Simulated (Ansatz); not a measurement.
# HfN: the cost of one run

Computed with Ansatz 0.2.0 (DFT PBEsol, scalar-relativistic, plane waves, PAW, unless a step's input says otherwise).

2 further runs of the same task are left out: 2 set aside as unsound or not needed.

## Step 1: The starting structure

Symmetry: Fm-3m, No. 225, cubic system. Conventional cell: a = 4.502 Å, b = 4.502 Å, c = 4.502 Å, α = 90.00°, β = 90.00°, γ = 90.00°. Around Hf (site symmetry m-3m) lie 6 N at 2.25 Å. Around N (site symmetry m-3m) lie 6 Hf at 2.25 Å.

Structure file:

```xyz
4
Lattice="2.2509 2.2509 0.0000 -2.2509 2.2509 0.0000 0.0000 0.0000 4.5017" Properties=species:S:1:pos:R:3 pbc="T T T"
Hf    0.0000    0.0000    0.0000
Hf    0.0000    2.2509    2.2509
N     0.0000    2.2509    0.0000
N     0.0000    0.0000    2.2509
```

It goes back to an entry of the Materials Project, which need not be the stable form.

The unstrained cell comes from an earlier run at this level (4 atoms, E(σ→0) -31960.4999 eV, gap none (metal)).

## Step 2: At -1.5 %

The input, input.yaml:

```yaml
crystal:
  lattice:
    - [2.217104896, 2.217104896, 0.0]
    - [-2.217104896, 2.217104896, 0.0]
    - [0.0, 0.0, 4.5422514519]
  atoms:
    - { symbol: Hf, position: [0.0, 0.0, 0.0] }
    - { symbol: Hf, position: [0.5, 0.5, 0.5] }
    - { symbol: "N", position: [0.5, 0.5, 0.0] }
    - { symbol: "N", position: [0.0, 0.0, 0.5] }
basis:
  ecutwfc: 420
kpoints:
  mp_grid: { grid: [16, 16, 12] }
hamiltonian:
  xc: pbesol
scf:
  occupations: { method: gaussian, width: 0.1 }
output:
  forces: true
  stress: true
  eigenvalues: true
  write_density: true
  write_potential: true
  elf: true
  volumetric_format: npy
relax:
  adjacent_minimum: "off"
  f_tol: 0.008
  max_steps: 40
  cell: { stress_tol: 0.015, fix: [a, b, gamma] }
```

Launch:

```sh
$ ansatz run input.yaml --threads 1 --pin off --max-ram 2560MiB --backend cpu --events-out ev --progress --plain --runs-dir out
```

Q: Estimate wall time and peak memory on 1 thread of Intel Xeon at 2.50GHz (Skylake/Cascade Lake), shared host.

About 4.9 min, with a peak of 0.69 GiB.
